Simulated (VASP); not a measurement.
# Al (Fm-3m) in VASP: further runs

Aim: see how the results for Al move with the level of theory and the settings. Levels: RPBE, PBEsol. Tasks: band structure.

Everything below comes from runs of VASP 6.6.1. Logs are shortened: lines on timing, memory, paths and dates and some standing lists are left out, and cuts for length are marked.

## 1. The structure

The structure is cubic, space group Fm-3m (No. 225). Conventional cell: a = 4.061 Å, b = 4.061 Å, c = 4.061 Å, α = 90.00°, β = 90.00°, γ = 90.00°. Al (site symmetry m-3m) has 12 Al at 2.87 Å as nearest neighbours.

## 2. Band structure, RPBE

File INCAR:

```
PREC     = Accurate       # precision mode
ENCUT    = 520            # plane-wave cutoff, eV
EDIFF    = 1E-6           # SCF threshold, eV
ISMEAR   = 1              # smearing method
SIGMA    = 0.1            # smearing width, eV
LREAL    = F              # projectors in reciprocal space
LASPH    = T              # aspherical terms in the spheres
NELM     = 80             # most SCF steps
ALGO     = Normal         # electronic algorithm
ISIF     = 2              # what is computed and relaxed
LWAVE    = F              # write WAVECAR
LCHARG   = F              # write CHGCAR
GGA      = RP             # functional
NBANDS   = 8              # bands
ICORELEVEL= 1
```

File KPOINTS:

```
regular mesh
0
Gamma
  16 16 16
```

File POSCAR:

```
Al                                      
1.0
    0.0000000000      2.0307376595      2.0307376595
    2.0307376595      0.0000000000      2.0307376595
    2.0307376595      2.0307376595      0.0000000000
  Al            
     1
Direct
     0.0000000000000000    0.0000000000000000    0.0000000000000000
```

File KPOINTS_OPT:

```
explicit points
206
Reciprocal
 0.0000000000  0.0000000000  0.0000000000 1
 0.0263157895  0.0000000000  0.0263157895 1
 0.0526315789  0.0000000000  0.0526315789 1
 0.0789473684  0.0000000000  0.0789473684 1
 0.1052631579  0.0000000000  0.1052631579 1
 0.1315789474  0.0000000000  0.1315789474 1
[... 198 lines left out ...]
 0.5000000000  0.2500000000  0.7500000000 1
 0.5000000000  0.0000000000  0.5000000000 1
```

Potentials or basis: VASP PAW PBE potentials, release 64 (Al).

Started as:

```bash
cat potpaw_PBE.64/Al/POTCAR > POTCAR
mpirun -np 1 vasp_std > vasp.out
```

OUTCAR:

```text
PREC = Accurate
   ENCUT = 520
   EDIFF = 1E-6
   ISMEAR = 1
   LREAL = F
   LASPH = T
   NELM = 80
   ISIF = 2
   GGA = RP

 ion  position               nearest neighbor table
   1  0.000  0.000  0.000-

  LATTYP: Found a face centered cubic cell.
 ALAT       =     4.0614753190

  Lattice vectors:

 A1 = (   0.0000000000,   2.0307376595,   2.0307376595)
 A2 = (   2.0307376595,   0.0000000000,   2.0307376595)
 A3 = (   2.0307376595,   2.0307376595,   0.0000000000)

Analysis of symmetry for initial positions (statically):
=====================================================================
 Subroutine PRICEL returns:
 Original cell was already a primitive cell.

 Routine SETGRP: Setting up the symmetry group for a
 face centered cubic supercell.

 Subroutine GETGRP returns: Found 48 space group operations
 (whereof 48 operations were pure point group operations)
 out of a pool of 48 trial point group operations.

The static configuration has the point symmetry O_h .

Analysis of symmetry for dynamics (positions and initial velocities):
=====================================================================
 Subroutine PRICEL returns:
 Original cell was already a primitive cell.

 Routine SETGRP: Setting up the symmetry group for a
 face centered cubic supercell.

 Subroutine GETGRP returns: Found 48 space group operations
 (whereof 48 operations were pure point group operations)
 out of a pool of 48 trial point group operations.

The dynamic configuration has the point symmetry O_h .

 Subroutine INISYM returns: Found 48 space group operations
 (whereof 48 operations are pure point group operations),
 and found     1 'primitive' translations

----------------------------------------------------------------------------------------

                                     Primitive cell

  volume of cell :      16.7491

  direct lattice vectors                    reciprocal lattice vectors
     0.000000000  2.030737660  2.030737660    -0.246215949  0.246215949  0.246215949
     2.030737660  0.000000000  2.030737660     0.246215949 -0.246215949  0.246215949
     2.030737660  2.030737660  0.000000000     0.246215949  0.246215949 -0.246215949

  length of vectors
     2.871896740  2.871896740  2.871896740     0.426458533  0.426458533  0.426458533

  position of ions in fractional coordinates (direct lattice)
     0.000000000  0.000000000  0.000000000

  ion indices of the primitive-cell ions
   primitive index   ion index
                 1           1

----------------------------------------------------------------------------------------

 KPOINTS: regular mesh

Automatic generation of k-mesh.
 Grid dimensions read from file:
 generate k-points for:   16   16   16

 Generating k-lattice:

  Cartesian coordinates                     Fractional coordinates (reciprocal lattice)
    -0.015388497  0.015388497  0.015388497     0.062500000  0.000000000  0.000000000
     0.015388497 -0.015388497  0.015388497     0.000000000  0.062500000  0.000000000
     0.015388497  0.015388497 -0.015388497     0.000000000  0.000000000  0.062500000

  Length of vectors
     0.026653658  0.026653658  0.026653658

  Shift w.r.t. Gamma in fractional coordinates (k-lattice)
     0.000000000  0.000000000  0.000000000

 Subroutine IBZKPT returns following result:
 ===========================================

 Found    145 irreducible k-points:

 Following reciprocal coordinates:
            Coordinates               Weight
  0.000000  0.000000  0.000000      1.000000
  0.062500  0.000000  0.000000      8.000000
  0.125000  0.000000  0.000000      8.000000
  0.187500  0.000000  0.000000      8.000000
  0.250000  0.000000  0.000000      8.000000
  0.312500  0.000000  0.000000      8.000000
[... 16 lines left out ...]
 -0.125000  0.062500  0.000000     24.000000
 -0.062500  0.062500  0.000000     12.000000
 [... further k-points ...]
   k-points           NKPTS =    145   k-points in BZ     NKDIM =    145   number of bands    NBANDS=      8
   number of dos      NEDOS =    301   number of ions     NIONS =      1
   total plane-waves  NPLWV =  13824
   dimension x,y,z NGX =    24 NGY =   24 NGZ =   24
   dimension x,y,z NGXF=    48 NGYF=   48 NGZF=   48
   ions per type =               1
   NGX,Y,Z   is equivalent  to a cutoff of  13.89, 13.89, 13.89 a.u.
   NGXF,Y,Z  is equivalent  to a cutoff of  27.79, 27.79, 27.79 a.u.
 SYSTEM =  unknown system
   PREC   = accura    normal or accurate (medium, high low for compatibility)
   ISTART =      0    job   : 0-new  1-cont  2-samecut
   ICHARG =      2    charge: 1-file 2-atom 10-const
   ISPIN  =      1    spin polarized calculation?
   LNONCOLLINEAR =      F non collinear calculations
   LSORBIT =      F    spin-orbit coupling
   LASPH  =      T    aspherical Exc in radial PAW
   ENCUT  =  520.0 eV  38.22 Ry    6.18 a.u.   5.34  5.34  5.34*2*pi/ulx,y,z
   NELM   =     80;   NELMIN=  2; NELMDL= -5     # of ELM steps
   EDIFF  = 0.1E-05   stopping-criterion for ELM
   LREAL  =      F    real-space projection
   EDIFFG = 0.1E-04   stopping-criterion for IOM
   NSW    =      0    number of steps for IOM
   IBRION =     -1    ionic relax: 0-MD 1-quasi-New 2-CG
   NFREE  =      0    steps in history (QN), initial steepest desc. (CG)
   ISIF   =      2    stress and relaxation
   ISYM   =      2    0-nonsym 1-usesym 2-fastsym
   POTIM  = 0.5000    time-step for ionic-motion
   TEBEG  =    0.0;   TEEND  =   0.0 temperature during run
   PSTRESS=    0.0 pullay stress
   NELECT =       3.0000    total number of electrons
   NUPDOWN=      -1.0000    fix difference up-down
   EMIN   =  10.00;   EMAX   =-10.00  energy-range for DOS
   EFERMI =   0.00;   METHOD = LEGACY
   ISMEAR =     1;   SIGMA  =   0.10  broadening in eV -4-tet -1-fermi 0-gaus
   EFERMI_NEDOS =   21; number of points for ismear=-14 and -15
   IALGO  =     38    algorithm
   IMIX   =      4    mixing-type and parameters
     AMIX     =   0.40;   BMIX     =  1.00
     AMIX_MAG =   1.60;   BMIX_MAG =  1.00
  volume/ion in A,a.u.               =      16.75       113.03
  Fermi-wavevector in a.u.,A,eV,Ry     =   0.922822  1.743881 11.586736  0.851601
  Thomas-Fermi vector in A             =   2.048391
   LORBIT       =      0    0 simple, 1 ext, 2 COOP (PROOUT), +10 PAW based schemes
   GGA     = RP    functional components
   LHFCALC =     F    Hartree Fock is set to
   AEXX    =    0.0000 exact exchange contribution
   IVDW    =     0    specifies the selected vdW correction
   LEPSILON=     F    determine dielectric tensor
   LRPA    =     F    only Hartree local field effects (RPA)
 non-spin polarized calculation
 Methfessel and Paxton  Order N= 1 SIGMA  =   0.10
  energy-cutoff  :      520.00
  volume of cell :       16.75
 maximum number of plane-waves:       464
 NGX is ok and might be reduce to    24
   NGX = 11   NGY = 11   NGZ = 11

 number of electron       3.0000000 magnetization

 Free energy of the ion-electron system (eV)
  ---------------------------------------------------
  ext. energy  EPLUGINS =         0.00000000
  ---------------------------------------------------
  free energy    TOTEN  =        -3.51344778 eV

  energy without entropy =       -3.51380074  energy(sigma->0) =       -3.51356544

 the core state eigenenergies are
   1-  1s  -1498.5570  2s    -95.7117  2p    -57.1753

 E-fermi :   7.9805     XC(G=0): -10.0867

 val. band max:        7.9425968721   @ k =  -0.2500   0.3125   0.1250
 cond. band min:       8.0582149854   @ k =   0.4375   0.4375   0.0000
 fundamental gap:      0.1156181133
 Fermi energy:         7.9805444495

 k-point     1 :       0.0000    0.0000    0.0000
  band No.  band energies     occupation
      1      -3.0956      2.00000
      2      20.4535      0.00000
      3      20.4535      0.00000
      4      20.4535      0.00000
      5      21.9615      0.00000
      6      21.9615      0.00000
      7      21.9615      0.00000
      8      24.2217      0.00000

 k-point     2 :       0.0625    0.0000    0.0000
  band No.  band energies     occupation
      1      -2.9904      2.00000
      2      18.6840      0.00000
      3      20.0863      0.00000
      4      20.0863      0.00000
      5      22.4929      0.00000
      6      22.4929      0.00000
      7      22.5527      0.00000
      8      25.3230      0.00000

 k-point     3 :       0.1250    0.0000    0.0000
  band No.  band energies     occupation
      1      -2.6753      2.00000
      2      16.1871      0.00000
      3      19.5239      0.00000
      4      19.5239      0.00000
      5      22.5334      0.00000
      6      23.4892      0.00000
      7      23.4892      0.00000
      8      25.4607      0.00000

 k-point     4 :       0.1875    0.0000    0.0000
  band No.  band energies     occupation
      1      -2.1517      2.00000
      2      13.7121      0.00000
      3      19.0663      0.00000
      4      19.0663      0.00000
      5      22.3308      0.00000
      6      23.6668      0.00000
      7      23.6668      0.00000
      8      25.2999      0.00000

 k-point     5 :       0.2500    0.0000    0.0000
  band No.  band energies     occupation
      1      -1.4219      2.00000
      2      11.3506      0.00000
      3      18.7650      0.00000
      4      18.7650      0.00000
      5      22.1653      0.00000
      6      22.5876      0.00000
      7      22.5876      0.00000
      8      26.5300      0.00000

 k-point     6 :       0.3125    0.0000    0.0000
  band No.  band energies     occupation
      1      -0.4889      2.00000
      2       9.1347     -0.00000
      3      18.6330      0.00000
      4      18.6330      0.00000
      5      21.5248      0.00000
      6      21.5248      0.00000
      7      22.1192      0.00000
      8      25.4516      0.00000

 k-point     7 :       0.3750    0.0000    0.0000
  band No.  band energies     occupation
      1       0.6434      2.00000
      2       7.0807      2.00000
      3      18.6750      0.00000
      4      18.6750      0.00000
      5      20.6088      0.00000
      6      20.6088      0.00000
      7      22.2316      0.00000
      8      24.4842      0.00000
[... 166 lines left out ...]
 k-point    23 :      -0.1250    0.0625    0.0000
  band No.  band energies     occupation
      1      -2.4307      2.00000
      2      15.3772      0.00000
      3      17.5345      0.00000
      4      20.6034      0.00000
      5      22.7254      0.00000
      6      23.0707      0.00000
      7      24.0018      0.00000
      8      24.5193      0.00000

 k-point    24 :      -0.0625    0.0625    0.0000
  band No.  band energies     occupation
      1      -2.8153      2.00000
      2      17.6185      0.00000
      3      18.3609      0.00000
      4      20.7263      0.00000
      5      22.1362      0.00000
      6      22.9665      0.00000
      7      23.6002      0.00000
      8      25.2616      0.00000

 k-point    25 :       0.1250    0.1250    0.0000
  band No.  band energies     occupation
      1      -2.5355      2.00000
      2      17.7776      0.00000
      3      17.7776      0.00000
      4      17.9999      0.00000
      5      20.8088      0.00000
      6      22.4565      0.00000
      7      25.4395      0.00000
      8      25.4395      0.00000

 k-point    26 :       0.1875    0.1250    0.0000
  band No.  band energies     occupation
      1      -2.1517      2.00000
      2      15.5693      0.00000
      3      17.1604      0.00000
      4      18.2997      0.00000
      5      20.7675      0.00000
      6      21.0473      0.00000
      7      25.8823      0.00000
      8      26.4021      0.00000

 k-point    27 :       0.2500    0.1250    0.0000
  band No.  band energies     occupation
      1      -1.5606      2.00000
      2      13.1970      0.00000

------------------------ aborting loop because EDIFF is reached ----------------------------------------

  FORCE on cell =-STRESS in cart. coord.  units (eV):
  Direction    XX          YY          ZZ          XY          YZ          ZX
  --------------------------------------------------------------------------------------
  -------------------------------------------------------------------------------------
  Total       -0.0000287     -0.0000287     -0.0000287     -0.0000000      0.0000000      0.0000000
  in kB       -0.0027416     -0.0027416     -0.0027416     -0.0000000      0.0000000      0.0000000
  external PRESSURE =      -0.0027416 kB  Pullay stress =       0.0000000 kB

 VOLUME and BASIS-vectors are now :
 -----------------------------------------------------------------------------
  energy-cutoff  :      520.00
  volume of cell :       16.75
      direct lattice vectors                 reciprocal lattice vectors
     0.000000000  2.030737660  2.030737660    -0.246215949  0.246215949  0.246215949
     2.030737660  0.000000000  2.030737660     0.246215949 -0.246215949  0.246215949
     2.030737660  2.030737660  0.000000000     0.246215949  0.246215949 -0.246215949

 POSITION                                       TOTAL-FORCE (eV/Angst)
 -----------------------------------------------------------------------------------
      0.00000      0.00000      0.00000         0.000000      0.000000      0.000000
 -----------------------------------------------------------------------------------
    total drift:                                0.000000      0.000000      0.000000

  FREE ENERGIE OF THE ION-ELECTRON SYSTEM (eV)
  ---------------------------------------------------
  free  energy   TOTEN  =        -3.5134477849 eV

  energy  without entropy=       -3.5138007368  energy(sigma->0) =       -3.51356544
```

Run time: 10 s. Hardware: 1 thread of Intel Xeon 6975P-C (Granite Rapids), shared host; peak memory 0.15 GiB.

Results:

| Item | Value |
| --- | --- |
| Free energy | -3.5134 eV |
| Pressure | 0.0 GPa |
| Band gap along the path | none (metal or under the smearing width) |

Levels at the corners of the path, in eV from the Fermi level:
```tsv
point	band 1	band 2	band 3	band 4	band 5	band 6
Γ	-11.08	12.47	12.47	12.47	13.98	13.98
X	-2.94	-1.62	5.17	5.51	5.51	8.96
X	-2.94	-1.62	5.17	5.51	5.51	8.96
W	-0.88	-0.88	0.13	1.07	15.65	15.65
W	-0.88	-0.88	0.13	1.07	15.65	15.65
K	-1.91	-1.39	-0.43	6.47	8.09	15.53
K	-1.91	-1.39	-0.43	6.47	8.09	15.53
Γ	-11.08	12.47	12.47	12.47	13.98	13.98
Γ	-11.08	12.47	12.47	12.47	13.98	13.98
L	-4.60	-4.38	11.29	11.29	11.32	11.32
L	-4.60	-4.38	11.29	11.29	11.32	11.32
U	-1.91	-1.39	-0.43	6.47	8.09	15.53
U	-1.91	-1.39	-0.43	6.47	8.09	15.53
W	-0.88	-0.88	0.13	1.07	15.65	15.65
W	-0.88	-0.88	0.13	1.07	15.65	15.65
L	-4.60	-4.38	11.29	11.29	11.32	11.32
L	-4.60	-4.38	11.29	11.29	11.32	11.32
K	-1.91	-1.39	-0.43	6.47	8.09	15.53
U	-1.91	-1.39	-0.43	6.47	8.09	15.53
X	-2.94	-1.62	5.17	5.51	5.51	8.96
```

Core levels (eV, on the scale of the bands):
```tsv
atom	levels
1 Al	1s -1498.6, 2s -95.7, 2p -57.2
```

Caveat: the PAW data sets were made with another functional, which shifts forces and pressure a little.

[end of part 1 of 2]
